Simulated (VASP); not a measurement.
## CdTe (strained zincblende): a PBE single-point calculation in VASP

INCAR

```
LCHARG = .TRUE.
SIGMA = 0.02
ISIF = 2
LREAL = .FALSE.
NSW = 0
NELM = 120
LELF = .TRUE.
GGA = PE
ISMEAR = -1
EDIFF = 1E-7
LWAVE = .FALSE.
IBRION = -1
PREC = Accurate
LASPH = .TRUE.
NBANDS = 16
ENCUT = 520
```

KPOINTS

```
KPOINTS created by Atomic Simulation Environment
0
Gamma
6 6 6
0 0 0
```

KPOINTS_OPT

```
special points
6
Reciprocal
0.0000000000 0.0000000000 0.0000000000 1
-0.5000000000 -0.5000000000 0.0000000000 1
-0.3750000000 -0.3750000000 0.2500000000 1
-0.3750000000 0.0000000000 0.3750000000 1
0.0000000000 0.0000000000 0.5000000000 1
-0.5000000000 -0.2500000000 0.2500000000 1
```

POSCAR

```
Cd Te
 1.0000000000000000
     0.0000000000000000    3.1487569115000000    3.1487569115000000
     3.1487569115000000    0.0000000000000000    3.1487569115000000
     3.1487569115000000    3.1487569115000000    0.0000000000000000
 Cd  Te
   1   1
Cartesian
  0.0000000000000000  0.0000000000000000  0.0000000000000000
  1.5743784557500000  1.5743784557500000  1.5743784557500000
```

VASP ran with the recommended PBE PAW datasets (18 valence electrons in the cell).

Command

```
mpirun -np 1 vasp_std
```

OSZICAR

```
N       E                     dE             d eps       ncg     rms          rms(c)
DAV:   1     0.103300313631E+03    0.10330E+03   -0.84564E+03   520   0.993E+02
DAV:   2    -0.129892490523E+01   -0.10460E+03   -0.98965E+02   608   0.241E+02
DAV:   3    -0.479182459402E+01   -0.34929E+01   -0.34874E+01   616   0.461E+01
DAV:   4    -0.482355089902E+01   -0.31726E-01   -0.31725E-01   768   0.382E+00
DAV:   5    -0.482373165031E+01   -0.18075E-03   -0.18075E-03   656   0.223E-01    0.676E+00
DAV:   6    -0.460979652693E+01    0.21394E+00   -0.36946E-01   616   0.791E+00    0.531E+00
DAV:   7    -0.459293146047E+01    0.16865E-01   -0.12153E-01   600   0.233E+00    0.188E+00
DAV:   8    -0.459366936863E+01   -0.73791E-03   -0.12994E-02   584   0.135E+00    0.522E-01
DAV:   9    -0.459393439192E+01   -0.26502E-03   -0.10177E-03   608   0.359E-01    0.136E-01
DAV:  10    -0.459399283435E+01   -0.58442E-04   -0.11836E-04   640   0.104E-01    0.563E-02
DAV:  11    -0.459402489692E+01   -0.32063E-04   -0.58636E-05   576   0.596E-02    0.234E-02
DAV:  12    -0.459402420429E+01    0.69264E-06   -0.27908E-06   624   0.188E-02    0.118E-02
DAV:  13    -0.459402497292E+01   -0.76863E-06   -0.44349E-06   616   0.128E-02    0.137E-02
DAV:  14    -0.459402490266E+01    0.70260E-07   -0.48792E-07   632   0.608E-03
   1 F= -.45940249E+01 E0= -.45940249E+01  d E =-.331839E-10
       N       E                     dE             ncg
DAV:   1     0.750025001972E+03   -0.24204E+04      192
DAV:   2     0.119167054380E+03   -0.63086E+03      224
DAV:   3     0.983934282002E+02   -0.20774E+02      240
DAV:   4     0.982147347303E+02   -0.17869E+00      296
DAV:   5     0.982143967225E+02   -0.33801E-03      256
DAV:   6     0.982143904373E+02   -0.62852E-05      264
DAV:   7     0.982143902470E+02   -0.19026E-06      232
DAV:   8     0.982143902376E+02   -0.94120E-08      232
```

From OUTCAR

```
k-points           NKPTS =     16   k-points in BZ     NKDIM =     16   number of bands    NBANDS=     16

   NELECT =      18.0000    total number of electrons

   dimension x,y,z NGX =    36 NGY =   36 NGZ =   36
   dimension x,y,z NGXF=    72 NGYF=   72 NGZF=   72

  energy-cutoff  :      520.00
  volume of cell :       62.44
      direct lattice vectors                 reciprocal lattice vectors
     0.000000000  3.148756912  3.148756912    -0.158792823  0.158792823  0.158792823
     3.148756912  0.000000000  3.148756912     0.158792823 -0.158792823  0.158792823
     3.148756912  3.148756912  0.000000000     0.158792823  0.158792823 -0.158792823

 k-points in reciprocal lattice and weights: KPOINTS created by Atomic Simulation Env
   0.00000000  0.00000000  0.00000000       0.005
   0.16666667  0.00000000  0.00000000       0.037
   0.33333333  0.00000000  0.00000000       0.037
   0.50000000  0.00000000  0.00000000       0.019
   0.16666667  0.16666667  0.00000000       0.028
   0.33333333  0.16666667  0.00000000       0.111
   0.50000000  0.16666667  0.00000000       0.111
  -0.33333333  0.16666667  0.00000000       0.111
   ...

 E-fermi :   3.5748

 k-point     1 :       0.0000    0.0000    0.0000
  band No.  band energies     occupation
      1      -8.5266      2.00000
      2      -5.4495      2.00000
      3      -5.4495      2.00000
      4      -5.4495      2.00000
      5      -5.1196      2.00000
      6      -5.1196      2.00000
      7       3.1815      2.00000
      8       3.1815      2.00000
      9       3.1815      2.00000
     10       4.2202      0.00000
     11       7.7060      0.00000
     12       7.7060      0.00000
     13       7.7060      0.00000
     14      10.7473      0.00000
     15      12.6840      0.00000
     16      12.6840      0.00000

 k-point     2 :       0.1667    0.0000    0.0000
  band No.  band energies     occupation
      1      -8.4058      2.00000
      2      -5.4257      2.00000
      3      -5.4257      2.00000
      4      -5.3587      2.00000
      5      -5.1215      2.00000
      6      -5.1215      2.00000
      7       1.3222      2.00000
      8       2.9083      2.00000
      9       2.9083      2.00000
     10       5.2470      0.00000
     11       7.9516      0.00000
     12       8.0859      0.00000
     13       8.0859      0.00000
     14      11.6875      0.00000
     15      11.6875      0.00000
     16      11.7017      0.00000

 k-point     3 :       0.3333    0.0000    0.0000
  band No.  band energies     occupation
      1      -8.1632      2.00000
      2      -5.3851      2.00000
      3      -5.3851      2.00000
      4      -5.1166      2.00000
      5      -5.1166      2.00000
      6      -5.0258      2.00000
      7      -0.7661      2.00000
      8       2.4606      2.00000
      9       2.4606      2.00000
     10       5.2081      0.00000
     11       8.3738      0.00000
     12       8.3738      0.00000
     13       9.6799      0.00000
     14      11.2709      0.00000
     15      12.1568      0.00000
     16      12.1568      0.00000

 k-point     4 :       0.5000    0.0000    0.0000
  band No.  band energies     occupation
      1      -8.0448      2.00000
      2      -5.3695      2.00000
      3      -5.3695      2.00000
      4      -5.1084      2.00000
      5      -5.1084      2.00000
      6      -4.6915      2.00000
      7      -1.7704      2.00000
      8       2.2682      2.00000
      9       2.2682      2.00000
     10       5.0791      0.00000
     11       8.3175      0.00000
     12       8.3175      0.00000
     13      10.2788      0.00000
     14      12.1871      0.00000
     15      13.6896      0.00000
     16      13.6896      0.00000

 k-point     5 :       0.1667    0.1667    0.0000
  band No.  band energies     occupation
      1      -8.3659      2.00000
      2      -5.4018      2.00000
      3      -5.4018      2.00000
      4      -5.3641      2.00000
      5      -5.1310      2.00000
      6      -5.1101      2.00000
      7       1.3725      2.00000
      8       2.4572      2.00000
      9       2.4572      2.00000
     10       5.9724      0.00000
     11       6.7611      0.00000
     12       8.7855      0.00000
     13       8.7855      0.00000
     14      10.3191      0.00000
     15      12.6118      0.00000
     16      12.9226      0.00000

 k-point     6 :       0.3333    0.1667    0.0000
  band No.  band energies     occupation
      1      -8.1651      2.00000
      2      -5.3712      2.00000
      3      -5.3553      2.00000
      4      -5.1987      2.00000
      5      -5.1029      2.00000
      6      -5.0480      2.00000
      7      -0.2095      2.00000
      8       1.8708      2.00000
      9       1.9828      2.00000
     10       6.1961      0.00000
     11       7.2400      0.00000
     12       8.8891      0.00000
     13       9.3870      0.00000
     14      11.2824      0.00000
     15      13.0727      0.00000
     16      13.0778      0.00000

 k-point     7 :       0.5000    0.1667    0.0000
  band No.  band energies     occupation
      1      -8.0090      2.00000
      2      -5.3528      2.00000
      3      -5.3357      2.00000
      4      -5.1430      2.00000
      5      -5.1049      2.00000
      6      -4.6669      2.00000
      7      -1.5075      2.00000
      8       1.2803      2.00000
      9       1.8908      2.00000
     10       6.0757      0.00000
     11       7.8486      0.00000
     12       9.1485      0.00000
     13       9.9382      0.00000
     14      12.1672      0.00000
     15      13.4407      0.00000
     16      13.7861      0.00000

 k-point     8 :      -0.3333    0.1667    0.0000
  band No.  band energies     occupation
      1      -8.0473      2.00000
      2      -5.3538      2.00000
      3      -5.3533      2.00000
      4      -5.1252      2.00000
      5      -5.1251      2.00000
      6      -4.7816      2.00000
      7      -1.1852      2.00000
      8       1.1157      2.00000
      9       2.2395      2.00000
     10       6.1684      0.00000
     11       8.0772      0.00000
     12       8.8169      0.00000
     13       9.7778      0.00000
     14      11.7331      0.00000
     15      12.5150      0.00000
     16      13.7586      0.00000

 k-point     9 :      -0.1667    0.1667    0.0000
  band No.  band energies     occupation
      1      -8.2446      2.00000
      2      -5.3984      2.00000
      3      -5.3811      2.00000
      4      -5.2100      2.00000
      5      -5.1330      2.00000
      6      -5.0946      2.00000
      7       0.2531      2.00000
      8       1.7016      2.00000
      9       2.7693      2.00000
     10       6.0877      0.00000
     11       7.9229      0.00000
     12       8.3255      0.00000
     13       8.6898      0.00000
     14      10.8972      0.00000
     15      12.3280      0.00000
     16      13.1626      0.00000

 k-point    10 :       0.3333    0.3333    0.0000
  band No.  band energies     occupation
      1      -8.0486      2.00000
      2      -5.2966      2.00000
      3      -5.2966      2.00000
      4      -5.2532      2.00000
      5      -5.0910      2.00000
      6      -4.9114      2.00000
      7      -0.5709      2.00000
      8       1.4219      2.00000
      9       1.4219      2.00000
     10       5.7743      0.00000
     11       6.3436      0.00000
     12      10.8280      0.00000
     13      10.9319      0.00000
     14      10.9319      0.00000
     15      13.5810      0.00000
     16      15.6271      0.00000

 k-point    11 :       0.5000    0.3333    0.0000
  band No.  band energies     occupation
      1      -7.9360      2.00000
      2      -5.3010      2.00000
      3      -5.2691      2.00000
      4      -5.2094      2.00000
      5      -5.0925      2.00000
      6      -4.5861      2.00000
      7      -1.3260      2.00000
      8       0.6647      2.00000
      9       1.2695      2.00000
     10       5.9080      0.00000
     11       6.9098      0.00000
     12      10.3981      0.00000
     13      11.0848      0.00000
     14      12.7313      0.00000
     15      14.0895      0.00000
     16      15.1268      0.00000

 k-point    12 :      -0.3333    0.3333    0.0000
  band No.  band energies     occupation
      1      -7.9367      2.00000
      2      -5.3243      2.00000
      3      -5.2941      2.00000
      4      -5.1572      2.00000
      5      -5.1151      2.00000
      6      -4.5003      2.00000
      7      -1.3918      2.00000
      8       0.1493      2.00000
      9       1.6282      2.00000
     10       6.2001      0.00000
     11       8.4972      0.00000
     12      10.1452      0.00000
     13      10.4046      0.00000
     14      10.8399      0.00000
     15      12.2947      0.00000
     16      15.6734      0.00000

 ...

  Total        2.9962532      2.9962532      2.9962532      0.0000000      0.0000000      0.0000000
  in kB       76.8850133     76.8850133     76.8850133      0.0000000      0.0000000      0.0000000
  external PRESSURE =      76.8850133 kB  Pullay stress =       0.0000000 kB

 POSITION                                       TOTAL-FORCE (eV/Angst)
 -----------------------------------------------------------------------------------
      0.00000      0.00000      0.00000        -0.000000     -0.000000     -0.000000
      1.57438      1.57438      1.57438         0.000000      0.000000      0.000000
 -----------------------------------------------------------------------------------
    total drift:                               -0.000000     -0.000000     -0.000000

  FREE ENERGIE OF THE ION-ELECTRON SYSTEM (eV)
  ---------------------------------------------------
  free  energy   TOTEN  =        -4.5940249027 eV

  energy  without entropy=       -4.5940249026  energy(sigma->0) =       -4.59402490
```

| Property | Result |
| --- | --- |
| gap between bands v and c | 1.04 eV |
| least direct gap | 1.04 eV |
| pressure | 7.7 GPa |

Band v is the last that the valence electrons fill when counted band by band, and c is the next.

The run took about 29 s on one core of a shared host (Intel Xeon Platinum 8488C) and held 0.21 GiB at most.
